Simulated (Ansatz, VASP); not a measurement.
**Ga in VASP and in Ansatz**

```xyz
2
Lattice="0.0000 2.8762 2.8762 2.8762 0.0000 2.8762 2.8762 2.8762 0.0000" Properties=species:S:1:pos:R:3 pbc="T T T"
Ga    2.8762    2.8762    2.8762
Ga    4.3142    4.3142    4.3142
```

Alike in both runs: functional r2SCAN; k mesh 6 × 6 × 6; occupations gaussian, width 0.1 eV; no spin polarisation.

Ansatz relaxed the structure, and its values are those at the end. VASP's run is a single point on that final structure, the one shown.

|  | VASP | Ansatz |
| --- | --- | --- |
| version | VASP 6.6.1 | Ansatz 0.2.0 |
| potentials or method | VASP PAW PBE potentials, release 64 (Ga_d) | scalar-relativistic, plane waves, PAW |
| plane-wave cutoff (eV) | 520 | 500 |
| valence electrons in the cell | 26 | 26 |

Ansatz gave:

* gap on the k mesh at the Fermi level (eV): none
* pressure (GPa): 0.3

Q: Which values does VASP return?

A: gap on the k mesh at the Fermi level (eV): none; pressure (GPa): 0.4.

A gap of «none» marks a metal or a gap that the smearing closes.

Caveats: the PAW data sets were made with another functional, which shifts forces and pressure a little (VASP).
